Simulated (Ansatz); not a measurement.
A plane-wave DFT run in Ansatz 0.2.0 (scalar-relativistic PAW potentials unless the input names others): input and command.

```yaml
crystal:
  lattice:
    - [0.0, 1.9265250939, 1.9265250939]
    - [1.9265250939, 0.0, 1.9265250939]
    - [1.9265250939, 1.9265250939, 0.0]
  atoms:
    - { symbol: Ti, position: [0.0, 0.0, 0.0] }
basis:
  ecutwfc: 420
  xc_grid: 4
kpoints:
  mp_grid: { grid: [26, 26, 26] }
hamiltonian:
  xc: pbesol
scf:
  occupations: { method: gaussian, width: 0.15 }
  initial_density: { chi_scale: 0.3 }
output:
  forces: true
  eigenvalues: true
  stress: true
```

```bash
ansatz run input.yaml --threads 2 --pin off --max-ram 5120MiB --backend cpu --events-out ev --progress --plain --runs-dir out
```

Abridged log:
```
Pseudopotentials: kind: paw
Pseudopotential: Ti, paw, valence charge 12, recommended cutoff 420 eV (normal)
Functional definition: PBEsol
Crystal: 1 atom, lattice volume = 14.301 Å³
Basis set: ecut = 420 eV, 283 PW (Γ), exchange–correlation on 80×80×80 points (64 copies of the dense FFT grid, shifted against one another)
Bands: 10, of which v1, the nominal top of the filled ones, is band 6 counted from 1 (5 counted from 0)
Symmetry: 48 space group operations
Space group: Fm-3m (ITA 225), of the structure as read, at distance tolerance 2.4e-5 Å
k-points: 511 of 17576
Initial density: superposition of atomic densities (chi_scale 0.3, normalization cell)
Initial wavefunctions: pseudopotential atomic-orbital guess
Functional: x = pbesol(κ = 0.804, μ = 0.12345679), c = pbesol(β = 0.046)
SCF iter   1: F=—  HF=-2473.856704 eV  |F-HF|=—  |Δ(HF+E_count)|=         —  Δρ=5.77e-2  dr2=4.56e-1  ethr=3.10e-3  ⟨swp⟩=4.3  Hψ=25063  notcnv=0
SCF iter   2: F=—  HF=-2473.699976 eV  |F-HF|=—  |Δ(HF+E_count)|=   1.57e-1  Δρ=1.56e-2  dr2=1.50e-2  ethr=3.10e-3  ⟨swp⟩=3.0  Hψ=14176  notcnv=0  defer=13
SCF iter   3: F=—  HF=-2473.696344 eV  |F-HF|=—  |Δ(HF+E_count)|=   3.63e-3  Δρ=5.89e-3  dr2=1.75e-3  ethr=1.25e-4  ⟨swp⟩=2.1  Hψ=9359  notcnv=0  defer=13
SCF iter   4: F=—  HF=-2473.697404 eV  |F-HF|=—  |Δ(HF+E_count)|=   1.06e-3  Δρ=5.86e-4  dr2=3.67e-5  ethr=1.46e-5  ⟨swp⟩=2.4  Hψ=8473  notcnv=0  defer=13
SCF iter   5: F=—  HF=-2473.697409 eV  |F-HF|=—  |Δ(HF+E_count)|=   5.47e-6  Δρ=5.24e-5  dr2=3.42e-7  ethr=3.06e-7  ⟨swp⟩=2.9  Hψ=8327  notcnv=0  defer=13
SCF iter   6: F=-2473.697409 eV  HF=-2473.697409 eV  |F-HF|=7.81e-10  |Δ(HF+E_count)|=   1.45e-7  Δρ=2.36e-6  dr2=6.95e-10  ethr=8.33e-10  ⟨swp⟩=5.0  Hψ=22423  notcnv=0
SCF 1 converged in 6 iterations: F = -2473.697409 eV  dr2 = 6.95e-10
SCF converged after 6 iterations
Free energy (F): -2473.697409 eV
Harris-Foulkes:  -2473.697409 eV  (|F-HF|=7.81e-10)
Internal energy: -2473.682289 eV  (E = F + TS)
E sigma→0 (E₀):  -2473.689849 eV
Entropy (-TS):   -0.015120 eV (-15.120 meV/atom)
Fermi energy:    16.478197 eV
--- Forces (eV/Å), atoms counted from 1 ---
  atom   1  Ti     0.00000000     0.00000000     0.00000000
--- Stress (GPa, compression-positive) ---
       22.821573       0.000000       0.000000
        0.000000      22.821573       0.000000
        0.000000       0.000000      22.821573
  P = ⅓ Tr σ = 22.8216 GPa (228.216 kbar)
```

Apart from outputs and empty bands, the input differs from a reference run on usual settings in basis.xc_grid: not typed → 4; scf.initial_density.chi_scale: not typed → 0.3. The reference, at the same geometry (not necessarily relaxed), gave pressure 22.82 GPa, largest force 0.000 eV/Å, no gap on the mesh. This run converged in 6 SCF iterations (reference: 6) with an energy at zero smearing within 0.01 meV/atom of the reference's, pressure 22.82 GPa, largest force 0.000 eV/Å, no gap on the mesh.

The run took 0.96 s on 2 threads of AMD EPYC 9R45 96-Core Processor (Zen 5), on a shared host, peak memory 0.43 GiB.